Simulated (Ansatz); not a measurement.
Space group Pm-3m (No. 221). a = 3.567 Å, b = 3.567 Å, c = 3.567 Å, α = 90.00°, β = 90.00°, γ = 90.00°
```csv
atom,site,symmetry,x,y,z
Al,1a,m-3m,0.0000,0.0000,0.0000
Ni,3c,4/mm.m,0.0000,0.5000,0.5000
```

Equation of state of this AlNi₃ structure (not necessarily the ground state), with shape and atoms relaxed at each volume where symmetry leaves them free. It has no gap at any of these volumes. Level of theory: DFT PBE, scalar-relativistic, plane waves, PAW in Ansatz.

Settings: cutoff 420 eV, Γ-centred mesh 12×12×12 on the computed 4-atom cell, Gaussian smearing of 0.10 eV; collinear spin.

```
V (Å³/atom) E − E(largest V) (meV/atom) P (GPa)
      9.982                        63.54    31.16
     10.322                         8.10    21.30
     10.663                       -28.06    12.98
     11.003                       -47.93     5.95
     11.343                       -54.03     0.00
     11.683                       -48.50    -5.02
     12.024                       -33.15    -9.27
     12.477                         0.00   -13.91
```

Problem. Fit a third-order Birch–Murnaghan equation to E(V).

Solution. V0 = 11.34 Å³/atom, B0 = 182 GPa, B0' = 4.6.